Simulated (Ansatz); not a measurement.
TiSi in Ansatz: the effect of Hubbard term

TiSi:

```
Ti Si
1.0
     1.81618   -2.11762    0.00000
     1.81618    2.11762    0.00000
     0.00000    0.00000    3.80393
Ti Si
1 1
Direct
  0.50000 0.50000 0.00000
  0.00000 0.00000 0.50000
```

The cell comes from a database or a generator and needn't be the stable form of this composition.

Alike in all runs:

* Program: Ansatz 0.2.0
* Task: density of states
* Functional: PBEsol
* Potentials or basis: all-electron LAPW, scalar-relativistic
* Cutoff: 239 eV (chosen from the basis error)
* Basis error allowed: 0.001 eV/atom
* k mesh: 10 × 10 × 7
* Occupations: fermi-dirac, width 0.05 eV
* Spin: no spin polarisation

```csv
Hubbard term,pressure (GPa)
none,-4.3
Ti d U = 2 eV,-1.6
Ti d U = 4 eV,?
Ti d U = 6 eV,8.5
Ti d U = 8 eV,18.2
```

Problem. What does the run with Hubbard term Ti d U = 4 eV give?

Solution. Pressure 2.4 GPa.

Worked out: A parabola through the other rows of the pressure, of slope 2.75 GPa per eV there, gives 2.3 GPa, against the run's 2.4.

Caveats: U is the effective U less J, on atomic orbitals that reach past the spheres (some runs); U without spin polarisation on a metal has little footing (some runs); the U is typed as a test and isn't derived for this compound (some runs).
